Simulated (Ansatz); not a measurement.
A surface is cut from this relaxed crystal of SnS$_{2}$:

```
Sn S
1.0
     3.65131    0.00000    0.00000
    -1.82566    3.16213    0.00000
     0.00000    0.00000    6.05892
Sn S
1 2
Direct
  0.00000 0.00000 0.00000
  0.66667 0.33333 0.24324
  0.33333 0.66667 0.75676
```

Miller indices refer to the conventional cell of P-3m1 (No. 164), a = 3.651 Å, b = 3.651 Å, c = 6.059 Å, α = 90.00°, β = 90.00°, γ = 120.00°. The bulk's gap is 1.41 eV.

The (102) slab of 18 planes, 11.6 Å thick with 15 Å of vacuum as cut; outer planes S (top) and S (bottom).

These are results of DFT PBEsol, scalar-relativistic, plane waves, PAW (Ansatz), not measurements. Settings: cutoff 420 eV, Γ-centred mesh 7×3×1 on the computed 18-atom cell, Gaussian smearing of 0.05 eV; no spin polarisation. The cell repeats along c with a dipole correction in the vacuum.

On relaxing, some neighbouring planes pass each other, so their spacing turns negative.

Results for the relaxed slab:

For the relaxed slab, the surface energy (mean of both faces) is 0.30 J/m². The gap of the slab on the mesh is 1.39 eV. The bulk valence band top under the vacuum level is 6.57 eV and the bulk conduction band bottom under the vacuum level is 5.16 eV.

Relaxation lowers the energy by 0.213 J/m² a face; the largest move is 0.374 Å.

```
plane (bottom to top) atoms spacing to next, bulk (Å) relaxed (Å) change (%)
                    1      S                      0.335        0.546       +62.9
                    2     Sn                      0.335       -0.313      -193.4
                    3      S                      1.517        1.881       +23.9
                    4      S                      0.335        0.355        +5.9
                    5     Sn                      0.335        0.479       +42.8
                    6      S                      1.517        1.359       -10.4
                    7      S                      0.335        0.336        +0.2
                    8     Sn                      0.335        0.345        +2.9
                    9      S                      1.517        1.507        -0.7
                   10      S                      0.335        0.345        +2.9
                   11     Sn                      0.335        0.336        +0.2
                   12      S                      1.517        1.359       -10.4
                   13      S                      0.335        0.479       +42.8
                   14     Sn                      0.335        0.355        +5.9
                   15      S                      1.517        1.881       +23.9
                   16      S                      0.335       -0.313      -193.4
                   17     Sn                      0.335        0.546       +62.9
                   18      S
```

The gap is read on a mesh, which can miss the band edges, so it can be too wide.